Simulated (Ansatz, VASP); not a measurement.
**Cd2S in VASP and in Ansatz**

The input INCAR:

```
SYSTEM = Cd2S
PREC     = Accurate       ! precision mode
ENCUT    = 520            ! plane-wave cutoff, eV
EDIFF    = 1E-7           ! SCF threshold, eV
ISMEAR   = -1             ! smearing method
SIGMA    = 0.05           ! smearing width, eV
LREAL    = .FALSE.        ! projectors in reciprocal space
LASPH    = .TRUE.         ! aspherical terms in the spheres
NELM     = 100            ! most SCF steps
ALGO     = Normal         ! electronic algorithm
ISIF     = 2              ! what is computed and relaxed
LWAVE    = .FALSE.        ! write WAVECAR
LCHARG   = .FALSE.        ! write CHGCAR
NBANDS   = 22             ! bands
```

KPOINTS

```
Automatic mesh
0
G
  8 8 5
  0 0 0
```

The input POSCAR:

```
Cd2S
1.0
    3.9626700490      0.0000000000      0.0000000000
   -1.9813350245      3.4317729293      0.0000000000
    0.0000000000      0.0000000000      5.8091920000
Cd S
2 1
Direct
    0.3333333333      0.6666666667      0.9327170000
    0.6666666667      0.3333333333      0.5787350000
    0.3333333333      0.6666666667      0.3657050000
```

File input.yaml:

```yaml
crystal:
  lattice:
    - [3.962670049, 0.0, 0.0]
    - [-1.9813350245, 3.4317729293, 0.0]
    - [0.0, 0.0, 5.809192]
  atoms:
    - { symbol: Cd, position: [0.3333333333, 0.6666666667, 0.932717] }
    - { symbol: Cd, position: [0.6666666667, 0.3333333333, 0.578735] }
    - { symbol: S, position: [0.3333333333, 0.6666666667, 0.365705] }
hamiltonian:
  xc: lda
  pseudopotentials: { kind: paw }
kpoints:
  mp_grid: { grid: [8, 8, 5] }
scf:
  occupations: { method: fermi_dirac, width: 0.05 }
output:
  forces: true
  stress: true
  eigenvalues: true
```

The cell comes from a database or a generator and needn't be the stable form of this composition.

Alike in both runs: task single point; functional LDA; k mesh 8 × 8 × 5; occupations fermi-dirac, width 0.05 eV; no spin polarisation.

```csv
,VASP,Ansatz
version,VASP 6.6.1,Ansatz 0.2.0
potentials or method,"VASP PAW LDA potentials, release 64 (Cd, S)",Ansatz PAW
plane-wave cutoff (eV),520,420
valence electrons in the cell,30,46
```

|  | VASP | Ansatz | Ansatz less VASP |
| --- | --- | --- | --- |
| gap on the k mesh at the Fermi level (eV) | 0.24 | 0.25 | +0.007 |
| least direct gap on the mesh (eV) | 0.56 | 0.57 | +0.004 |
| pressure (GPa) | -4.6 | -4.9 | -0.32 |
| largest component of the traceless stress (GPa) | 0.96 | 1.08 | +0.118 |
| rms of the force components (eV/Å) | 0.072 | 0.078 | +0.0063 |

Atom by atom the forces differ by 0.010 eV/Å (rms over components). The two sets of potentials don't hold the same shells in valence.

Caveats: an odd mesh through Γ misses points on the zone boundary, where band edges often lie (VASP); odd divisions of the mesh miss points on the zone boundary, where band edges often lie, so the gap on the mesh can be too wide (Ansatz); the PAW data sets come from PBE, with cores solved anew for the run's functional, which leaves a small shift of forces and pressure (Ansatz).
